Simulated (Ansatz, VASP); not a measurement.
One calculation of Pt, two programs

```
Pt
1.0
     0.00000    1.98369    1.98369
     1.98369    0.00000    1.98369
     1.98369    1.98369    0.00000
Pt
1
Cartesian
  0.0000 0.0000 0.0000
```

Alike in both runs: task relaxation of cell and atoms; functional PBE; k mesh 18 × 18 × 18; occupations gaussian, width 0.1 eV; no spin polarisation.

|  | VASP | Ansatz |
| --- | --- | --- |
| version | VASP 6.6.1 | Ansatz 0.2.0 |
| potentials or method | VASP PAW PBE potentials, release 64 (Pt) | scalar-relativistic, plane waves, PAW |
| plane-wave cutoff (eV) | 600 | 420 |
| valence electrons in the cell | 10 | 18 |

```csv
,VASP,Ansatz,Ansatz less VASP
"gap on the k mesh at the Fermi level, each at its own relaxed structure (eV)",none,none,-
relaxed volume (Å³/atom),15.62,15.64,+0.024
relaxed cell length with the largest relative difference (Å),2.806,2.807,+0.0015
```

A gap of «none» marks a metal or a gap that the smearing closes. The two sets of potentials don't hold the same shells in valence.

Spin-orbit coupling is left out, which matters for the levels of Pt.
